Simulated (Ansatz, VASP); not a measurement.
# AgCl: VASP beside Ansatz

File INCAR:

```
  PREC = Accurate
  ENCUT = 520
  EDIFF = 1E-6
  ISMEAR = -1
  SIGMA = 0.02
  LREAL = F
  LASPH = T
  NELM = 60
  ALGO = Normal
  ISIF = 2
  LWAVE = F
  LCHARG = F
  GGA = PE
  NBANDS = 26
```

The input KPOINTS:

```
regular mesh
0
Gamma
  6 6 4
```

Contents of POSCAR:

```
AgCl
1.0
    4.5423411027      0.0000000000      0.0000000000
   -2.2711705514      3.9337827876      0.0000000000
    0.0000000000      0.0000000000      5.6806839158
Ag Cl
2 2
Direct
    0.3333333333      0.6666666667     -0.0622203148
    0.6666666667      0.3333333333      0.4377796852
    0.3333333333      0.6666666667      0.4372203148
    0.6666666667      0.3333333333      0.9372203148
```

Input for Ansatz:

```yaml
crystal:
  lattice:
    - [4.5423411027, 0.0, 0.0]
    - [-2.2711705514, 3.9337827876, 0.0]
    - [0.0, 0.0, 5.6806839158]
  atoms:
    - { symbol: Ag, position: [0.3333333333, 0.6666666667, -0.0622203148] }
    - { symbol: Ag, position: [0.6666666667, 0.3333333333, 0.4377796852] }
    - { symbol: Cl, position: [0.3333333333, 0.6666666667, 0.4372203148] }
    - { symbol: Cl, position: [0.6666666667, 0.3333333333, 0.9372203148] }
kpoints:
  mp_grid: { grid: [6, 6, 4] }
  band_path:
    path:
      - [0.0, 0.0, 0.0]
      - [0.5, 0.0, 0.0]
      - [0.3333333333, 0.3333333333, 0.0]
      - [0.0, 0.0, 0.5]
      - [0.5, 0.0, 0.5]
      - [0.3333333333, 0.3333333333, 0.5]
    npoints: 1
hamiltonian:
  xc: pbe
scf:
  occupations: { method: fermi_dirac, width: 0.02 }
  n_extra_bands: 5
output:
  forces: true
  stress: true
  eigenvalues: true
```

Change from the starting cell: epitaxial_xy strain +0.5%.

Alike in both runs: task single point; functional PBE; k mesh 6 × 6 × 4; occupations fermi-dirac, width 0.02 eV; no spin polarisation.

|  | VASP | Ansatz |
| --- | --- | --- |
| version | VASP 6.6.1 | Ansatz 0.2.0 |
| potentials or method | VASP PAW PBE potentials, release 64 (Ag, Cl) | plane waves, PAW |
| plane-wave cutoff (eV) | 520 | 420 |
| valence electrons in the cell | 36 | 52 |

|  | VASP | Ansatz | Ansatz less VASP |
| --- | --- | --- | --- |
| gap on the k mesh at the Fermi level (eV) | 1.32 | 1.33 | +0.001 |
| pressure (GPa) | 1.0 | 1.1 | +0.12 |
| largest component of the traceless stress (GPa) | 0.46 | 0.44 | -0.017 |

The two sets of potentials don't hold the same shells in valence.

A k mesh can miss the band edges.
